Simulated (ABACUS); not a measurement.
Na:

```xyz
1
Lattice="-2.1410 2.1410 2.1410 2.1410 -2.1410 2.1410 2.1410 2.1410 -2.1410" Properties=species:S:1:pos:R:3 pbc="T T T"
Na    0.0000    0.0000    0.0000
```

Base run:

```yaml
Program: ABACUS 3.10.1
Functional: RPBE
Potentials_or_basis: SSSP 1.3 efficiency PBE
Cutoff: 748 eV
Density_cutoff: 5987 eV
Basis: plane waves
k_mesh: 7 × 7 × 7
Occupations: fermi-dirac, width 0.05 eV
Spin: no spin polarisation
```

Its results: band gap on the k mesh none (metal or under the smearing width); pressure 0.1 GPa.

Q: The run is repeated on the same cell with these changes: functional from RPBE to B86bPBE. What comes out?

A: Band gap on the k mesh none (metal or under the smearing width); pressure -0.4 GPa.

Caveats: the potentials were made for another functional, which shifts forces and pressure.
